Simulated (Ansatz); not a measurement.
We consider L1₀ (CuAu-type) CoPt, described by RPBE (plane waves, PAW; Ansatz, a program for electronic structure).

Input file:

Ansatz 0.2 input:
```yaml
crystal:
  lattice:
    - [2.694, 0.0, 0.0]
    - [0.0, 2.694, 0.0]
    - [0.0, 0.0, 3.707]
  atoms:
    - { symbol: Co, position: [0.0, 0.0, 0.0], spin: 2.0 }
    - { symbol: Pt, position: [0.5, 0.5, 0.5], spin: 0.0 }
basis:
  ecutwfc: 520
  ecutrho_ratio: 4
  xc_grid: 2
kpoints:
  mp_grid: { grid: [20, 20, 16] }
hamiltonian:
  xc: rpbe
  dispersion: none
  pseudopotentials: { kind: paw }
scf:
  occupations: { method: fermi_dirac, width: 0.05 }
  convergence: { dr2_threshold: 0.0000000002 }
output:
  forces: true
  stress: true
  eigenvalues: true
magnetization:
  spin_polarized: true
```

Excerpt of the program's output:

```
Crystal: 2 atoms, lattice volume = 26.904 Å³
Basis set: ecut = 520 eV, 709 PW (Γ), exchange–correlation on 48×48×60 points (8 copies of the dense FFT grid, shifted against one another)
Bands: 23, of which v1, the nominal top of the filled ones, is band 18 counted from 1 (17 counted from 0)
Symmetry: 16 space group operations
Space group: P4/mmm (ITA 123), of the structure as read, at distance tolerance 3.0e-5 Å
k-points: 594 of 6400
Initial density: superposition of atomic densities (chi_scale 0.1, normalization cell)
Functional: x = rpbe, c = pbe(β = 0.06672455060314922)
SCF 1 converged in 15 iterations: F = -17668.029552 eV  dr2 = 1.19e-11
SCF converged after 15 iterations
Magnetization: 2.2988 μB (18.6494 up, 16.3506 down)
Free energy (F): -17668.029552 eV
Internal energy: -17668.012365 eV  (E = F + TS)
E sigma→0 (E₀):  -17668.020958 eV
Fermi energy:    20.791813 eV
--- Forces (eV/Å), atoms counted from 1 ---
  atom   1  Co    -0.00000000     0.00000000     0.00000000
  atom   2  Pt     0.00000000     0.00000000     0.00000000
--- Stress (GPa, compression-positive) ---
        5.726127       0.000000       0.000000
        0.000000       5.726127       0.000000
        0.000000       0.000000       6.692251
  P = ⅓ Tr σ = 6.0482 GPa (60.482 kbar)
```

The PAW data were made under PBE.

Note: cell and atoms aren't relaxed at this level (pressure 6.0 GPa).

Computing time: roughly 110 core-seconds.
